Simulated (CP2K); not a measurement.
ZnS:

```
CELL_PARAMETERS angstrom
3.82121 0.00000 0.00000
1.91060 3.30926 0.00000
1.91060 1.10309 3.12000
ATOMIC_POSITIONS crystal
Zn 0.75000 0.75000 0.75000
S 0.00000 0.00000 0.00000
```

Base run:

* Program: CP2K 2026.2
* Functional: PBE
* Potentials or basis: POTENTIAL_UZH Zn GTH-PBE-q12, S GTH-PBE-q6; TZVP-MOLOPT-PBE-GTH basis
* Density cutoff: 6123 eV
* k mesh: 9 × 9 × 9
* Occupations: gaussian, width 0.029 eV
* Spin: no spin polarisation

Its results: band gap on the k mesh 2.07 eV, direct; pressure 2.0 GPa.

Problem. The run is repeated on the same cell with these changes: functional from PBE to revPBE; occupations from gaussian, width 0.029 eV to fermi-dirac, width 0.05 eV. What comes out?

Solution. Band gap on the k mesh 2.18 eV, direct; pressure 3.6 GPa.

Caveats: the basis of atomic orbitals isn't converged, which shifts pressures, moduli and gaps; the potentials were made for another functional, which shifts forces and pressure (some runs).
